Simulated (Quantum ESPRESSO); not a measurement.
Tl:

```
Tl
1.0
    -0.17787    2.39209    2.53447
     2.41974   -0.11431    2.47091
     2.36177    2.27056   -0.05633
Tl
1
Direct
  0.00000 0.00000 0.00000
```

This isn't the form of Tl at room conditions, which is hcp.

Base run:

| Property | Result |
| --- | --- |
| Program | Quantum ESPRESSO 7.5 |
| Functional | RPBE |
| Potentials or basis | SSSP 1.3 efficiency PBE |
| Cutoff | 748 eV |
| Density cutoff | 5987 eV |
| k mesh | 9 × 9 × 10 |
| Occupations | fermi-dirac, width 0.1 eV |
| Spin | no spin polarisation |

Its results: band gap on the k mesh none (metal or under the smearing width); pressure 3.0 GPa.

The run is repeated on the same cell with these changes: functional from RPBE to PBE; occupations from fermi-dirac, width 0.1 eV to fermi-dirac, width 0.05 eV. What comes out?

Band gap on the k mesh none (metal or under the smearing width); pressure 1.1 GPa.

Caveats: the potentials were made for another functional, which shifts forces and pressure (some runs).
